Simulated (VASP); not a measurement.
Input of a VASP 6.6.1 run:

INCAR

```
SYSTEM = Ge15Se17
PREC = Normal
ENCUT = 450
EDIFF = 1E-6
ISMEAR = 0
SIGMA = 0.01
LREAL = Auto
LASPH = .TRUE.
NELM = 150
ALGO = Normal
ISIF = 2
LWAVE = .FALSE.
LCHARG = .FALSE.
ISPIN = 2
MAGMOM = 0.25 0 0 0 0 0 0 0 0.25 0 0 0 0 0.25 0.25 0 0 0 0 0 0 0 0 0 0 0 0 0 0 0 0 0
LORBIT = 11
GGA = PE
IBRION = 2
NSW = 70
EDIFFG = -0.025
AMIX = 0.2
BMIX = 1E-4
AMIX_MAG = 0.8
BMIX_MAG = 1E-4
ICORELEVEL = 1
NELECT = 313.0
ISYM = 0
LUSENCCL = .FALSE.
```

Contents of KPOINTS:

```
regular mesh
0
Monkhorst
  2 2 2
  0 0 0
```

Contents of POSCAR:

```
Ge15Se17
1.0
    0.0000000000      7.7675420000     -4.5225270000
    0.0000000000     -7.7675420000     -4.5225270000
  -11.1847690000      0.0000000000      0.0000000000
Se Ge
17 15
Direct
    0.0072454900      0.1318707100      0.8642304400
    0.1879655000      0.3129655000      0.1471840000
    0.4379655000      0.0629655000      0.1471840000
    0.9379655000      0.5629655000      0.1471840000
    0.6879655000      0.8129655000      0.1471840000
    0.4370345000      0.5620345000      0.6471840000
    0.6870345000      0.3120345000      0.6471840000
    0.1870345000      0.8120345000      0.6471840000
    0.9437310500      0.0639357400      0.6510496900
    0.8129655000      0.1879655000      0.3528160000
    0.0629655000      0.9379655000      0.3528160000
    0.5629655000      0.4379655000      0.3528160000
    0.3129655000      0.6879655000      0.3528160000
    0.0657361700      0.4445371800      0.8555738400
    0.3099308100      0.1909042300      0.8541343600
    0.8120345000      0.6870345000      0.8528160000
    0.5620345000      0.9370345000      0.8528160000
    0.2463625000      0.8713625000      0.8734900000
    0.7463625000      0.3713625000      0.8734900000
    0.4963625000      0.6213625000      0.8734900000
    0.1286375000      0.2536375000      0.3734900000
    0.3786375000      0.0036375000      0.3734900000
    0.8786375000      0.5036375000      0.3734900000
    0.6286375000      0.7536375000      0.3734900000
    0.1213625000      0.4963625000      0.6265100000
    0.3713625000      0.2463625000      0.6265100000
    0.8713625000      0.7463625000      0.6265100000
    0.6213625000      0.9963625000      0.6265100000
    0.2536375000      0.6286375000      0.1265100000
    0.5036375000      0.3786375000      0.1265100000
    0.0036375000      0.8786375000      0.1265100000
    0.7536375000      0.1286375000      0.1265100000
```

Potentials or basis: VASP PAW PBE potentials, release 64 (Se, Ge_d).

Command:

```bash
$ cat potpaw_PBE.64/Se/POTCAR potpaw_PBE.64/Ge_d/POTCAR > POTCAR
$ mpirun -np 1 vasp_std > vasp.out
```

**Question.** Predict the net moment.

**Answer.** 0.00 μB per cell.

**Question.** What does it give for the energy gained by relaxing?

**Answer.** 38.4 meV/atom.

Core levels (eV, on the scale of the bands):
```tsv
atom	levels
1 Se	1s -12493.8, 2s -1597.3, 2p -1403.7, 3s -203.9, 3p -143.4, 3d -43.6
2 Se	1s -12494.0, 2s -1597.5, 2p -1403.8, 3s -204.2, 3p -143.6, 3d -43.8
3 Se	1s -12493.9, 2s -1597.4, 2p -1403.8, 3s -204.1, 3p -143.6, 3d -43.8
4 Se	1s -12493.9, 2s -1597.4, 2p -1403.8, 3s -204.1, 3p -143.6, 3d -43.8
5 Se	1s -12493.9, 2s -1597.5, 2p -1403.8, 3s -204.1, 3p -143.6, 3d -43.8
6 Se	1s -12493.8, 2s -1597.3, 2p -1403.7, 3s -204.0, 3p -143.5, 3d -43.7
```

Caveat: the k mesh is coarse (spacing up to 0.40 Å⁻¹), so the values aren't converged; the cell is charged against a uniform background, so pressure and absolute levels hang on convention.
